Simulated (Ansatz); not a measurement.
**Calculated O-17 NMR of the central transition for SiO2**

Cell: a Materials Project structure (computed, not necessarily an observed phase), atoms as given.

```cif
data_SiO2
_symmetry_space_group_name_H-M 'I4_1/amd:1'
_symmetry_Int_Tables_number 141
_cell_length_a 9.7907
_cell_length_b 9.7907
_cell_length_c 10.1144
_cell_angle_alpha 90.000
_cell_angle_beta 90.000
_cell_angle_gamma 90.000
loop_
_atom_site_label
_atom_site_type_symbol
_atom_site_symmetry_multiplicity
_atom_site_Wyckoff_symbol
_atom_site_fract_x
_atom_site_fract_y
_atom_site_fract_z
Si Si 16 g 0.1589 0.3411 0.2500
O9 O 16 h 0.0000 0.3159 0.2849
O17 O 16 f 0.2500 0.2969 0.3750
```

One atom of each set is listed; the run and its k-mesh use a cell of 24 atoms with edges of 8.57, 8.57, 8.57 Å.

Level of theory: DFT, PBE, plane waves and PAW, scalar-relativistic, 420 eV cutoff, Γ-centred 4×4×4 k-points, Fermi–Dirac smearing 0.02 eV (Ansatz 0.2.0).

O-17 has I = 5/2 and Q = -25.58 mb (Pyykkö 2018); at 21.1 T its Larmor frequency is ν₀ = 121.8 MHz. Only the quadrupole interaction is simulated: positions count from each site's isotropic chemical shift, and J coupling is left out, as are shift anisotropy and dipolar coupling, which fast spinning averages.

Task: Simulate the second-order pattern (fast magic-angle spinning, Gaussian broadening 0.2 kHz) of site O17 (2 Si at 1.61 Å, angle 149°).

Result: The calculation gives C_Q = -5.92 MHz and η = 0.12, so ν_Q = 0.888 MHz and the centre of gravity lies at -14.2 ppm (-1.73 kHz).

(offset (kHz), height): (-4.508, 0), (-4.371, 2), (-4.233, 5), (-4.096, 6), (-3.958, 7), (-3.821, 7), (-3.683, 7), (-3.546, 7), (-3.408, 7), (-3.271, 8), (-3.133, 8), (-2.996, 11), (-2.858, 30), (-2.721, 65), (-2.583, 84), (-2.446, 71), (-2.308, 57), (-2.171, 51), (-2.033, 49), (-1.896, 47), (-1.758, 47), (-1.621, 48), (-1.483, 49), (-1.346, 51), (-1.208, 56), (-1.071, 63), (-0.933, 78), (-0.796, 100), (-0.658, 89), (-0.521, 51), (-0.383, 11), (-0.246, 0)

At O17 V_zz runs parallel to the line that joins its two neighbours (within 1°).

The largest force is 0.3 eV/Å, so the atoms aren't at the calculated equilibrium and relaxing them would move these values.
